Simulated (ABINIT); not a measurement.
Here is an ABINIT 10.8.3 (patched build) calculation.

File run.abi:

```
# Datasets: ground state, then fixed potential
ndtset 2

# Pseudopotentials
pp_dirpath "./"
pseudos "Rh.upf"

# Structure
acell 3*1.0 Angstrom
rprim
     0.0000000000     1.8978500000     1.8978500000
     1.8978500000     0.0000000000     1.8978500000
     1.8978500000     1.8978500000     0.0000000000
ntypat 1
znucl 45
natom 1
typat 1
xred
     0.0000000000     0.0000000000     0.0000000000

# Plane-wave basis
ecut 1197.300995 eV

# Exchange and correlation
ixc -116133

# Bands and occupations
occopt 3
tsmear 0.05 eV

# SCF cycle
nstep 100

# Output
iomode 3
prtwf 0
prteig 0
prtebands 0
prtden1 1
prtvha1 1
prtvclmb1 1
prtpot1 1
prtelf1 1

# Dataset 1
kptopt1 1
ngkpt1 12 12 12
nshiftk1 1
shiftk1 0.0 0.0 0.0
nband1 13
tolvrs1 1.0e-10

# Dataset 2: bands along G-X-W-K-G-L-U-W-L-K
iscf2 -2
getden2 1
nband2 19
nbdbuf2 4
tolwfr2 1.0e-11
kptopt2 -9
ndivsm2 6
prteig2 1
kptbounds2
     0.0000000000     0.0000000000     0.0000000000
     0.5000000000     0.0000000000     0.5000000000
     0.5000000000     0.2500000000     0.7500000000
     0.3750000000     0.3750000000     0.7500000000
     0.0000000000     0.0000000000     0.0000000000
     0.5000000000     0.5000000000     0.5000000000
     0.6250000000     0.2500000000     0.6250000000
     0.5000000000     0.2500000000     0.7500000000
     0.5000000000     0.5000000000     0.5000000000
     0.3750000000     0.3750000000     0.7500000000
```

Potentials or basis: PseudoDojo NC SR PBEsol v0.4.1 standard.

Command:

```console
$ abinit run.abi > log 2>&1
```

(1) Estimate the pressure.

(2) Predict the band gap on the k mesh.

Answers

(1) -3.4 GPa.

(2) none (metal or under the smearing width).
